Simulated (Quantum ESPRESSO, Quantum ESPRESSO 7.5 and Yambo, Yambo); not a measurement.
# A GW chain in Yambo: MgO (Fm-3m)

Wanted: ground state, empty states, screening and self-energy for MgO (Fm-3m).

Calculated with Quantum ESPRESSO 7.5 and Yambo 5.3.0; PBE and many-body steps on it, plane waves.

**Experimental background.**

- Gap 7.83 eV: literature experimental gap; bulk crystal (quoted in “Electronic structure of alkaline earth and post-transition metal oxides”, 2009, arxiv:0908.1581).

### 1. Set-up

Symmetry: Fm-3m, No. 225, cubic system. The conventional cell has a = 4.194 Å, b = 4.194 Å, c = 4.194 Å, α = 90.00°, β = 90.00°, γ = 90.00°. Nearest to Mg lie 6 O at 2.10 Å. Nearest to O lie 6 Mg at 2.10 Å. Farther neighbours and most contacts between anions are not listed.

The cell and positions are those that the Materials Project relaxed with its own functionals (PBE, PBE+U or r2SCAN), kept fixed.

### 2. Ground state

This step: Quantum ESPRESSO 7.5; DFT, PBE, plane waves, norm-conserving pseudopotentials.

The ground-state density comes first.

The input, pw.in:

```
&control
  calculation = 'scf'
  prefix = 'x'
  outdir = 'o'
  pseudo_dir = 'pseudo'
/
&system
  ibrav = 0
  nat = 2
  ntyp = 2
  ecutwfc = 76.0
  nbnd = 13
  force_symmorphic = .true.
/
&electrons
  conv_thr = 1e-10
  electron_maxstep = 80
  mixing_beta = 0.5
/
ATOMIC_SPECIES
  Mg 24.305 Mg.upf
  O 15.999 O.upf
CELL_PARAMETERS angstrom
  -0.0000000000 2.0970013927 2.0970013927
  2.0970013927 -0.0000000000 2.0970013927
  2.0970013927 2.0970013927 -0.0000000000
ATOMIC_POSITIONS crystal
  Mg 0.0000000000 0.0000000000 0.0000000000
  O 0.5000000000 0.5000000000 0.5000000000
K_POINTS automatic
  8 8 8 0 0 0
```

On the command line:

```bash
$ OMP_NUM_THREADS=1 mpirun -n 4 pw.x -nk 4 -in pw.in > pw.out
```

The program printed:

```text
Program PWSCF v.7.5 starts

     This program is part of the open-source Quantum ESPRESSO suite
     for quantum simulation of materials; please cite
         "P. Giannozzi et al., J. Phys.:Condens. Matter 21 395502 (2009);
         "P. Giannozzi et al., J. Phys.:Condens. Matter 29 465901 (2017);
         "P. Giannozzi et al., J. Chem. Phys. 152 154105 (2020);
     in publications or presentations arising from this work. More details at
     Message from routine setup:
     using ibrav=0 with symmetry is DISCOURAGED, use correct ibrav instead

     G-vector sticks info

     bravais-lattice index     =            0
     lattice parameter (alat)  =       5.6042  a.u.
     unit-cell volume          =     124.4580 (a.u.)^3
     number of atoms/cell      =            2
     number of atomic types    =            2
     number of electrons       =        16.00
     number of Kohn-Sham states=           13
     kinetic-energy cutoff     =      76.0000  Ry
     charge density cutoff     =     304.0000  Ry
     scf convergence threshold =      1.0E-10
     mixing beta               =       0.5000
     number of iterations used =            8  plain     mixing
     Exchange-correlation= PBE
                           (   1   4   3   4   0   0   0)

     celldm(1)=   5.604187  celldm(2)=   0.000000  celldm(3)=   0.000000
     celldm(4)=   0.000000  celldm(5)=   0.000000  celldm(6)=   0.000000

     crystal axes: (cart. coord. in units of alat)
               a(1) = (  -0.000000   0.707107   0.707107 )
               a(2) = (   0.707107  -0.000000   0.707107 )
               a(3) = (   0.707107   0.707107  -0.000000 )

     reciprocal axes: (cart. coord. in units 2 pi/alat)
               b(1) = ( -0.707107  0.707107  0.707107 )
               b(2) = (  0.707107 -0.707107  0.707107 )
               b(3) = (  0.707107  0.707107 -0.707107 )
     Pseudo is Norm-conserving, Zval = 10.0
     Generated using ONCVPSP code by D. R. Hamann
     Using radial grid of 1510 points,  4 beta functions with:
     Pseudo is Norm-conserving + core correction, Zval =  6.0
     Generated using ONCVPSP code by D. R. Hamann
     Using radial grid of  936 points,  5 beta functions with:
     Mg               10.00    24.30500     Mg( 1.00)
     O                 6.00    15.99900     O ( 1.00)

     48 Sym. Ops., with inversion, found

   Cartesian axes

     site n.     atom                  positions (alat units)
         1        Mg     tau(   1) = (   0.0000000   0.0000000   0.0000000  )
         2        O      tau(   2) = (   0.7071068   0.7071068   0.7071068  )

     number of k points=    29
                       cart. coord. in units 2pi/alat
        k(    1) = (   0.0000000   0.0000000   0.0000000), wk =   0.0039062
        k(    2) = (   0.0883883   0.0883883  -0.0883883), wk =   0.0312500
        k(    3) = (   0.1767767   0.1767767  -0.1767767), wk =   0.0312500
        k(    4) = (   0.2651650   0.2651650  -0.2651650), wk =   0.0312500
        k(    5) = (  -0.3535534  -0.3535534   0.3535534), wk =   0.0156250
        k(    6) = (   0.1767767   0.0000000   0.0000000), wk =   0.0234375
        k(    7) = (   0.2651650   0.0883883  -0.0883883), wk =   0.0937500
        k(    8) = (   0.3535534   0.1767767  -0.1767767), wk =   0.0937500
        k(    9) = (  -0.2651650  -0.4419417   0.4419417), wk =   0.0937500
        k(   10) = (  -0.1767767  -0.3535534   0.3535534), wk =   0.0937500
     [... 17 further rows ...]
        k(   28) = (  -0.7071068   0.1767767  -0.0000000), wk =   0.0468750
        k(   29) = (  -0.7071068   0.3535534   0.0000000), wk =   0.0234375

     Dense  grid:    11113 G-vectors     FFT dimensions: (  32,  32,  32)

     Initial potential from superposition of free atoms

     starting charge      15.9992, renormalised to      16.0000
     Starting wfcs are    9 randomized atomic wfcs +    4 random wfcs

     per-process dynamical memory:    13.8 Mb

     Self-consistent Calculation

     iteration #  1     ecut=    76.00 Ry     beta= 0.50

     total energy              =    -151.98565451 Ry
     estimated scf accuracy    <       0.38484898 Ry

     iteration #  2     ecut=    76.00 Ry     beta= 0.50

     total energy              =    -152.09104709 Ry
     estimated scf accuracy    <       0.05835942 Ry

     iteration #  3     ecut=    76.00 Ry     beta= 0.50

     total energy              =    -152.10062289 Ry
     estimated scf accuracy    <       0.00317989 Ry

     iteration #  4     ecut=    76.00 Ry     beta= 0.50

     total energy              =    -152.10079175 Ry
     estimated scf accuracy    <       0.00008100 Ry

     iteration #  5     ecut=    76.00 Ry     beta= 0.50

     total energy              =    -152.10080590 Ry
     estimated scf accuracy    <       0.00000244 Ry

     iteration #  6     ecut=    76.00 Ry     beta= 0.50

     total energy              =    -152.10080622 Ry
     estimated scf accuracy    <       0.00000032 Ry

     iteration #  7     ecut=    76.00 Ry     beta= 0.50

     total energy              =    -152.10080622 Ry
     estimated scf accuracy    <       0.00000004 Ry

     iteration #  8     ecut=    76.00 Ry     beta= 0.50

     total energy              =    -152.10080623 Ry
     estimated scf accuracy    <          2.6E-09 Ry

     iteration #  9     ecut=    76.00 Ry     beta= 0.50

     End of self-consistent calculation

          k = 0.0000 0.0000 0.0000 (  1411 PWs)   bands (ev):

   -64.1039 -30.8548 -30.8548 -30.8548  -9.0394   8.2133   8.2133   8.2133
    13.1081  24.2494  24.2494  24.2494  28.0511

          k = 0.0884 0.0884-0.0884 (  1405 PWs)   bands (ev):

   -64.1025 -30.8681 -30.8561 -30.8561  -8.8674   7.2649   8.1108   8.1108
    14.0128  22.5118  24.6067  24.6067  29.0607

          k = 0.1768 0.1768-0.1768 (  1390 PWs)   bands (ev):

   -64.0993 -30.8995 -30.8593 -30.8593  -8.4208   5.5520   7.8738   7.8738
    15.4521  20.9345  25.0825  25.0825  28.6544

          k = 0.2652 0.2652-0.2652 (  1410 PWs)   bands (ev):

     [... further k-points ...]

     highest occupied, lowest unoccupied level (ev):     8.2133   13.1081

!    total energy              =    -152.10080623 Ry
     estimated scf accuracy    <          3.6E-11 Ry

     The total energy is the sum of the following terms:
     one-electron contribution =     -73.72474351 Ry
     hartree contribution      =      41.30826807 Ry
     xc contribution           =     -24.50956510 Ry
     ewald contribution        =     -95.17476569 Ry

     convergence has been achieved in   9 iterations

     XML data file, charge density, pseudopotentials, collected wavefunctions

=------------------------------------------------------------------------------=
   JOB DONE.
=------------------------------------------------------------------------------=
```

Run time: 2.1 s. Hardware: 4 MPI ranks of Arm Neoverse V1, shared host; peak memory 0.23 GiB.

This step gave:

| Property | Result |
| --- | --- |
| total energy | -2069.4369 eV |
| gap | 4.895 eV |
| k of the valence top | 0, 0, 0 |
| k of the conduction bottom | 0, 0, 0 |
| least direct gap | 4.895 eV |

The gap is direct, at Γ.

### 3. Bands along the symmetry lines

Levels along a band path, at the cheap level, show where the edges lie and whether the meshes to come will hold them.

The input, pw.in:

```
&control
  calculation = 'bands'
  prefix = 'x'
  outdir = 'o'
  pseudo_dir = 'pseudo'
/
&system
  ibrav = 0
  nat = 2
  ntyp = 2
  ecutwfc = 76.0
  nbnd = 14
  force_symmorphic = .true.
/
&electrons
  conv_thr = 1e-9
  electron_maxstep = 80
  diago_full_acc = .true.
  diago_thr_init = 5e-6
/
ATOMIC_SPECIES
  Mg 24.305 Mg.upf
  O 15.999 O.upf
CELL_PARAMETERS angstrom
  -0.0000000000 2.0970013927 2.0970013927
  2.0970013927 -0.0000000000 2.0970013927
  2.0970013927 2.0970013927 -0.0000000000
ATOMIC_POSITIONS crystal
  Mg 0.0000000000 0.0000000000 0.0000000000
  O 0.5000000000 0.5000000000 0.5000000000
K_POINTS crystal
  50
  0.00000000 0.00000000 0.00000000 1
  0.06250000 0.00000000 0.06250000 1
  0.12500000 0.00000000 0.12500000 1
  0.18750000 0.00000000 0.18750000 1
  0.25000000 0.00000000 0.25000000 1
  0.31250000 0.00000000 0.31250000 1
  0.37500000 0.00000000 0.37500000 1
  0.43750000 0.00000000 0.43750000 1
  0.50000000 0.00000000 0.50000000 1
  0.51562500 0.03125000 0.51562500 1
  0.53125000 0.06250000 0.53125000 1
  0.54687500 0.09375000 0.54687500 1
  0.56250000 0.12500000 0.56250000 1
  0.57812500 0.15625000 0.57812500 1
  0.59375000 0.18750000 0.59375000 1
  0.60937500 0.21875000 0.60937500 1
  0.62500000 0.25000000 0.62500000 1
  0.37500000 0.37500000 0.75000000 1
  0.32812500 0.32812500 0.65625000 1
  0.28125000 0.28125000 0.56250000 1
  0.23437500 0.23437500 0.46875000 1
  0.18750000 0.18750000 0.37500000 1
  0.14062500 0.14062500 0.28125000 1
  0.09375000 0.09375000 0.18750000 1
  0.04687500 0.04687500 0.09375000 1
  0.00000000 0.00000000 0.00000000 1
  0.06250000 0.06250000 0.06250000 1
  0.12500000 0.12500000 0.12500000 1
  0.18750000 0.18750000 0.18750000 1
  0.25000000 0.25000000 0.25000000 1
  0.31250000 0.31250000 0.31250000 1
  0.37500000 0.37500000 0.37500000 1
  0.43750000 0.43750000 0.43750000 1
  0.50000000 0.50000000 0.50000000 1
  0.50000000 0.46875000 0.53125000 1
  0.50000000 0.43750000 0.56250000 1
  0.50000000 0.40625000 0.59375000 1
  0.50000000 0.37500000 0.62500000 1
  0.50000000 0.34375000 0.65625000 1
  0.50000000 0.31250000 0.68750000 1
  0.50000000 0.28125000 0.71875000 1
  0.50000000 0.25000000 0.75000000 1
  0.50000000 0.21875000 0.71875000 1
  0.50000000 0.18750000 0.68750000 1
  0.50000000 0.15625000 0.65625000 1
  0.50000000 0.12500000 0.62500000 1
  0.50000000 0.09375000 0.59375000 1
  0.50000000 0.06250000 0.56250000 1
  0.50000000 0.03125000 0.53125000 1
  0.50000000 0.00000000 0.50000000 1
```

The program printed:

```text
[banner, memory and clock lines left out]
Program PWSCF v.7.5 starts

     Atomic positions and unit cell read from directory:
     o/x.save/

     Message from routine setup:
     using ibrav=0 with symmetry is DISCOURAGED, use correct ibrav instead

     G-vector sticks info

     bravais-lattice index     =            0
     lattice parameter (alat)  =       5.6042  a.u.
     unit-cell volume          =     124.4580 (a.u.)^3
     number of atoms/cell      =            2
     number of atomic types    =            2
     number of electrons       =        16.00
     number of Kohn-Sham states=           14
     kinetic-energy cutoff     =      76.0000  Ry
     charge density cutoff     =     304.0000  Ry
     Exchange-correlation= PBE
                           (   1   4   3   4   0   0   0)

     celldm(1)=   5.604187  celldm(2)=   0.000000  celldm(3)=   0.000000
     celldm(4)=   0.000000  celldm(5)=   0.000000  celldm(6)=   0.000000

     crystal axes: (cart. coord. in units of alat)
               a(1) = (  -0.000000   0.707107   0.707107 )
               a(2) = (   0.707107  -0.000000   0.707107 )
               a(3) = (   0.707107   0.707107  -0.000000 )

     reciprocal axes: (cart. coord. in units 2 pi/alat)
               b(1) = ( -0.707107  0.707107  0.707107 )
               b(2) = (  0.707107 -0.707107  0.707107 )
               b(3) = (  0.707107  0.707107 -0.707107 )
     Pseudo is Norm-conserving, Zval = 10.0
     Generated using ONCVPSP code by D. R. Hamann
     Using radial grid of 1510 points,  4 beta functions with:
     Pseudo is Norm-conserving + core correction, Zval =  6.0
     Generated using ONCVPSP code by D. R. Hamann
     Using radial grid of  936 points,  5 beta functions with:
     Mg               10.00    24.30500     Mg( 1.00)
     O                 6.00    15.99900     O ( 1.00)

     48 Sym. Ops., with inversion, found

   Cartesian axes

     site n.     atom                  positions (alat units)
         1        Mg     tau(   1) = (   0.0000000   0.0000000   0.0000000  )
         2        O      tau(   2) = (   0.7071068   0.7071068   0.7071068  )

     number of k points=    50
                       cart. coord. in units 2pi/alat
        k(    1) = (   0.0000000   0.0000000   0.0000000), wk =   0.0400000
        k(    2) = (   0.0000000   0.0883883   0.0000000), wk =   0.0400000
        k(    3) = (   0.0000000   0.1767767   0.0000000), wk =   0.0400000
[...]
[... 38 further rows ...]
        k(   49) = (   0.0441942   0.7071068   0.0000000), wk =   0.0400000
        k(   50) = (   0.0000000   0.7071068   0.0000000), wk =   0.0400000

     Dense  grid:    11113 G-vectors     FFT dimensions: (  32,  32,  32)

     The potential is recalculated from file :
     o/x.save/charge-density

     Starting wfcs are    9 randomized atomic wfcs +    5 random wfcs

     Band Structure Calculation

     End of band structure calculation

          k = 0.0000 0.0000 0.0000 (  1411 PWs)   bands (ev):

   -64.1039 -30.8549 -30.8549 -30.8549  -9.0394   8.2133   8.2133   8.2133
    13.1082  24.2494  24.2494  24.2494  28.0511  30.0888

          k = 0.0000 0.0884 0.0000 (  1399 PWs)   bands (ev):

   -64.1035 -30.8580 -30.8558 -30.8558  -8.9808   7.9049   8.1517   8.1517
    13.4594  23.4237  24.3842  24.3842  29.0710  29.1425

          k = 0.0000 0.1768 0.0000 (  1399 PWs)   bands (ev):

   -64.1021 -30.8672 -30.8591 -30.8591  -8.8133   7.1868   7.9813   7.9813
    14.3084  22.0059  24.7577  24.7577  27.3189  30.5759

          k =-0.0000 0.2652 0.0000 (  1383 PWs)   bands (ev):

[...]
k = 0.0000 0.4419-0.0000 (  1383 PWs)   bands (ev):

[...]
k =-0.0000 0.5303 0.0000 (  1379 PWs)   bands (ev):

[...]
k = 0.0000 0.6187-0.0000 (  1383 PWs)   bands (ev):

[...]
k = 0.4640 0.4640-0.0000 (  1384 PWs)   bands (ev):

[...]
k = 0.3315 0.3315-0.0000 (  1388 PWs)   bands (ev):

[...]
k = 0.3094 0.7071-0.0000 (  1402 PWs)   bands (ev):

[...]
k = 0.2210 0.7071-0.0000 (  1398 PWs)   bands (ev):

[...]
k = 0.1768 0.7071-0.0000 (  1390 PWs)   bands (ev):

[...]
k = 0.0442 0.7071 0.0000 (  1380 PWs)   bands (ev):

   -64.0917 -30.9300 -30.8848 -30.8845  -7.4587   4.1431   6.8236   6.8457
    17.5205  18.4285  21.4225  27.2705  27.4429  34.1183

          k = 0.0000 0.7071 0.0000 (  1362 PWs)   bands (ev):

   -64.0917 -30.9301 -30.8842 -30.8842  -7.4612   4.1242   6.8628   6.8628
    17.4582  18.3678  21.4446  27.4034  27.4034  34.0357

     XML data file, pseudopotentials, collected wavefunctions
```

Run time: 1.4 s. Hardware: 4 MPI ranks; peak memory 0.05 GiB; 5.3 s of CPU time.

Numbers from this step:

```yaml
gap: 4.895 eV
k_of_the_valence_top: 0, 0, 0
k_of_the_conduction_bottom: 0, 0, 0
least_direct_gap: 4.895 eV
```

The gap is 4.895 eV, as in the run before at this level.

The electronic bands at the labelled points (eV, zero at the top of the highest filled band; v1 is the highest filled band, c1 the lowest empty one):

```
    point      v4     v3     v2     v1     c1     c2     c3     c4
        Γ  -17.25   0.00   0.00   0.00   4.89  16.04  16.04  16.04
  halfway  -16.47  -2.63  -0.74  -0.74   8.23  11.31  15.69  17.68
        X  -15.67  -4.09  -1.35  -1.35   9.24  10.15  13.23  19.19
  halfway  -15.66  -3.94  -1.80  -1.30   9.63  10.67  13.07  18.82
        U  -15.65  -3.50  -2.72  -1.14  10.22  11.95  12.66  18.34
jump to K  -15.65  -3.50  -2.72  -1.14  10.22  11.95  12.66  18.34
  halfway  -16.39  -2.94  -1.18  -0.39   8.32  12.13  15.56  18.15
        Γ  -17.25   0.00   0.00   0.00   4.89  16.04  16.04  16.04
  halfway  -16.63  -2.66  -0.34  -0.34   7.24  12.72  16.87  16.87
        L  -15.90  -4.64  -0.65  -0.65   8.02  12.76  16.49  16.49
  halfway  -15.76  -4.02  -1.94  -0.99   9.80  12.34  13.67  17.10
        W  -15.61  -2.96  -2.96  -1.78  11.77  11.77  12.35  15.74
  halfway  -15.64  -3.79  -1.90  -1.57  10.13  11.04  12.89  17.56
        X  -15.67  -4.09  -1.35  -1.35   9.24  10.15  13.23  19.19
```

The electronic bands as a text plot (rows in eV, shown from -8.0 to 10.9 only):

```
   10.5 |       ++ +++++  ++++                         +     ++++
    9.7 |         +++ ++++    ++                      +       ++
    8.9 |       ++   +                              ++          +
    8.1 |     ++                +              +++++
    7.4 |    +                   ++         +++
    6.6 |                          ++      +
    5.8 |  ++                            ++
    5.0 |++                          ++++
    4.2 |
    3.4 |
    2.6 |
    1.8 |
    1.1 |
    0.3 |**                        ********
   -0.5 | ******            **********  *  ***********
   -1.3 |  **   ************    *  **    **         ******   ****
   -2.1 |    *         **   **** **        *          **  ****
   -2.9 |     ****       ***    *           *           ****
   -3.7 |         *** **********             **       ***   ****
   -4.5 |            *                         *******          *
   -5.2 |
   -6.0 |
   -6.8 |
   -7.6 |
         Γ           X  U|K            Γ         L        W     X
```

(Continued in part 2 of 3.)

[Paths, hosts, dates, memory and timing lines, banners, echoed tables and standing remarks are left out of the program output.]

[Logs are printed without paths, hosts, clocks, repeated set-up lines and the standing remarks that a program may print on its own settings, such as how far it seeks lower states.]

[Runs of the session that timed out or met a known fault of the program may be left out.]

[Hosts, paths, dates, database ids (printed as entryN), source tags and the programs' standing remarks are cut or masked in the printed files.]
